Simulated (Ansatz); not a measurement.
The system is MgSe.

```
Se Mg
1.0
     0.00000    2.72550    2.72550
     2.72550    0.00000    2.72550
     2.72550    2.72550    0.00000
Se Mg
1 1
Direct
  0.50000 0.50000 0.50000
  0.00000 0.00000 0.00000
```

Base run:

- Program: Ansatz 0.2.0
- Functional: BLYP
- Potentials or basis: Ansatz PAW
- Cutoff: 420 eV
- Density cutoff: 1680 eV
- k mesh: 8 × 8 × 8
- Occupations: fermi-dirac, width 0.05 eV
- Spin: no spin polarisation

Its results: band gap on the k mesh 1.88 eV, indirect (least direct gap 2.75 eV); pressure 4.5 GPa.

Task: The run is repeated on the same cell with these changes: functional from BLYP to PBE; occupations from fermi-dirac, width 0.05 eV to gaussian, width 0.024 eV. What comes out?

Result: Band gap on the k mesh 1.82 eV, indirect (least direct gap 2.61 eV); pressure 2.0 GPa.

Caveats: the potentials were made for another functional, which shifts forces and pressure (some runs); the PAW data sets come from PBE, with cores solved anew for the run's functional, which leaves a small shift of forces and pressure (some runs).

Not every run made on this cell is shown here.
